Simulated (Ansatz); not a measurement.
Here is an Ansatz 0.2.0 calculation.

Contents of input.yaml:

```yaml
crystal:
  lattice:
    - [2.7341, 0.0, 0.0]
    - [-1.36705, 2.3678000565, 0.0]
    - [0.0, 0.0, 4.3197]
  atoms:
    - { symbol: Os, position: [0.6666666667, 0.3333333333, 0.75] }
    - { symbol: Os, position: [0.3333333333, 0.6666666667, 0.25] }
hamiltonian:
  xc: pbe
  pseudopotentials: { kind: paw }
kpoints:
  mp_grid: { grid: [11, 11, 6] }
scf:
  occupations: { method: gaussian, width: 0.05 }
output:
  forces: true
  stress: true
  eigenvalues: true
```

Potentials or basis: Ansatz PAW.

Launch:

```bash
$ ansatz run input.yaml --threads 2 --pin off --max-ram 5632MiB --backend cpu --events-out ev --progress --plain --runs-dir out
```

Question: What does it give for the band gap on the k mesh?

Answer: None (metal or under the smearing width).

Question: Predict the pressure.

Answer: 8.8 GPa.

Stress tensor (GPa, compression positive):
```
8.62 0.00 0.00
0.00 8.62 0.00
0.00 0.00 9.04
```

The run has no spin-orbit coupling, so splittings on Os are missing.
